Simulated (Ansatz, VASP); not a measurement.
## One calculation of CoO, two programs

File INCAR:

```
ALGO = Normal
EDIFF = 1E-7
ENCUT = 520
GGA = PE
ISIF = 2
ISMEAR = -1
ISPIN = 2
LASPH = T
LCHARG = F
LMAXMIX = 4
LORBIT = 11
LREAL = F
LWAVE = F
MAGMOM = 2 0
NBANDS = 18
NELM = 120
PREC = Accurate
SIGMA = 0.05
```

Contents of KPOINTS:

```
k-points
0
Gamma
  11 11 11
```

The input POSCAR:

```
CoO
1.0
    1.4953654176      0.8633496264      2.4235510644
   -1.4953654176      0.8633496264      2.4235510644
    0.0000000000     -1.7266992528      2.4235510644
Co O
1 1
Direct
    0.0000000000      0.0000000000      0.0000000000
    0.5000000000      0.5000000000      0.5000000000
```

Contents of input.yaml:

```yaml
crystal:
  lattice:
    - [1.4953654176, 0.8633496264, 2.4235510644]
    - [-1.4953654176, 0.8633496264, 2.4235510644]
    - [0.0, -1.7266992528, 2.4235510644]
  atoms:
    - { symbol: Co, position: [0.0, 0.0, 0.0], spin: 2.0 }
    - { symbol: O, position: [0.5, 0.5, 0.5] }
hamiltonian:
  xc: pbe
  pseudopotentials: { kind: paw }
magnetization:
  spin_polarized: true
kpoints:
  mp_grid: { grid: [11, 11, 11] }
scf:
  occupations: { method: fermi_dirac, width: 0.05 }
output:
  forces: true
  stress: true
  eigenvalues: true
  write_density: true
  write_potential: true
  elf: true
  volumetric_format: npy
```

Change from the starting cell: volume scaled by 0.98.

Alike in both runs: task single point; functional PBE; k mesh 11 × 11 × 11; occupations fermi-dirac, width 0.05 eV; collinear spin, ferromagnetic start.

|  | VASP | Ansatz |
| --- | --- | --- |
| version | VASP 6.6.1 | Ansatz 0.2.0 |
| potentials or method | VASP PAW PBE potentials, release 64 (Co, O) | Ansatz PAW |
| plane-wave cutoff (eV) | 520 | 420 |
| valence electrons in the cell | 15 | 23 |

VASP gave:

| Quantity | Value |
| --- | --- |
| gap on the k mesh at the Fermi level (eV) | none |
| pressure (GPa) | 2.9 |
| largest component of the traceless stress (GPa) | 0.32 |
| net moment per atom (μB) | 1.41 |
| size of the moment on the site where the two differ most (μB) | 2.50 |

Problem. Which values does Ansatz return?

Solution. gap on the k mesh at the Fermi level (eV): none; pressure (GPa): 3.5; largest component of the traceless stress (GPa): 0.35; net moment per atom (μB): 1.43; size of the moment on the site where the two differ most (μB): 2.44.

Site moments also hang on the region over which each program counts them. A gap of «none» marks a metal or a gap that the smearing closes. The two sets of potentials don't hold the same shells in valence.

Caveats: a cell with one magnetic atom can't hold antiferromagnetic order, which such compounds often take; semilocal functionals often make such compounds metallic where correlation or magnetic order opens a gap, which also shifts bond lengths; the pressure holds a Pulay correction of +0.8 GPa for the finite cutoff (Ansatz).
